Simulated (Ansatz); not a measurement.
The system is ZrH2.

```
Zr H
1.0
     0.00000    2.40923    2.40923
     2.40923    0.00000    2.40923
     2.40923    2.40923    0.00000
Zr H
1 2
Direct
  0.00000 0.00000 0.00000
  0.25000 0.25000 0.25000
  0.75000 0.75000 0.75000
```

The cell is a database's computed one.

Base run:

* Program: Ansatz 0.2.0
* Functional: PBEsol
* Potentials or basis: Ansatz PAW
* Cutoff: 420 eV
* Density cutoff: 1680 eV
* k mesh: 10 × 10 × 10
* Occupations: fermi-dirac, width 0.05 eV
* Spin: no spin polarisation
* Hubbard terms: Zr d U = 4 eV

Its results: band gap on the k mesh none (metal or under the smearing width); pressure -1.2 GPa.

**Question.** The run is repeated on the same cell with these changes: hubbard terms from Zr d U = 4 eV to Zr d U = 3 eV. What comes out?

**Answer.** Band gap on the k mesh none (metal or under the smearing width); pressure -2.2 GPa.

Caveats: U without spin polarisation on a metal has little footing; the PAW data sets come from PBE, with cores solved anew for the run's functional, which leaves a small shift of forces and pressure; the U is typed as a test and isn't derived for this compound.

Not every run made on this cell is shown here.
